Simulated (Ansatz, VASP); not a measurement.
# AlRu in VASP and in Ansatz

```xyz
2
Lattice="2.9916 0.0000 0.0000 0.0000 2.9916 0.0000 0.0000 0.0000 2.9916" Properties=species:S:1:pos:R:3 pbc="T T T"
Al    0.0000    0.0000    0.0000
Ru    1.4958    1.4958    1.4958
```

Alike in both runs: task single point; functional PBEsol; k mesh 16 × 16 × 16; occupations gaussian, width 0.15 eV; no spin polarisation.

|  | VASP | Ansatz |
| --- | --- | --- |
| version | VASP 6.6.1 | Ansatz 0.2.0 |
| potentials or method | VASP PAW PBE potentials, release 64 (Al, Ru_pv) | scalar-relativistic, plane waves, PAW |
| plane-wave cutoff (eV) | 520 | 420 |
| valence electrons in the cell | 17 | 19 |

```tsv
	VASP	Ansatz	Ansatz less VASP
gap on the k mesh at the Fermi level (eV)	none	none	-
pressure (GPa)	-3.2	-3.2	-0.06
```

A gap of «none» marks a metal or a gap that the smearing closes. The two sets of potentials don't hold the same shells in valence.

Caveats: the PAW data sets were made with another functional, which shifts forces and pressure a little (VASP).
